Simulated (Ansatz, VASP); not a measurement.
Two plane-wave programs on In3Se

INCAR

```
PREC = Accurate
ENCUT = 520
EDIFF = 1E-6
ISMEAR = 0
SIGMA = 0.1
LREAL = F
LASPH = T
NELM = 100
ALGO = Normal
ISIF = 2
LWAVE = F
LCHARG = F
NBANDS = 30
```

File KPOINTS:

```
Automatic mesh
0
Gamma
  10 10 10
```

POSCAR

```
In3Se
1.0
    4.8037580000      0.0000000000      0.0000000000
    0.0000000000      4.8037580000      0.0000000000
    0.0000000000      0.0000000000      4.8037580000
In Se
3 1
Direct
    0.0000000000      0.5000000000      0.5000000000
    0.5000000000      0.0000000000      0.5000000000
    0.5000000000      0.5000000000      0.0000000000
    0.0000000000      0.0000000000      0.0000000000
```

Input for Ansatz:

```yaml
crystal:
  lattice:
    - [4.803758, 0.0, 0.0]
    - [0.0, 4.803758, 0.0]
    - [0.0, 0.0, 4.803758]
  atoms:
    - { symbol: In, position: [0.0, 0.5, 0.5] }
    - { symbol: In, position: [0.5, 0.0, 0.5] }
    - { symbol: In, position: [0.5, 0.5, 0.0] }
    - { symbol: Se, position: [0.0, 0.0, 0.0] }
basis:
  ecutwfc: 420
kpoints:
  mp_grid: { grid: [10, 10, 10] }
hamiltonian:
  xc: lda
scf:
  occupations: { method: gaussian, width: 0.1 }
output:
  forces: true
  stress: true
  eigenvalues: true
```

Alike in both runs: task single point; functional LDA; k mesh 10 × 10 × 10; occupations gaussian, width 0.1 eV; no spin polarisation.

```csv
,VASP,Ansatz
version,VASP 6.6.1,Ansatz 0.2.0
potentials or method,"VASP PAW LDA potentials, release 64 (In_d, Se)","scalar-relativistic, plane waves, PAW"
plane-wave cutoff (eV),520,420
valence electrons in the cell,45,55
```

|  | VASP | Ansatz | Ansatz less VASP |
| --- | --- | --- | --- |
| gap on the k mesh at the Fermi level (eV) | none | none | - |
| pressure (GPa) | -4.3 | -4.3 | 0.00 |

A gap of «none» marks a metal or a gap that the smearing closes. The two sets of potentials don't hold the same shells in valence.
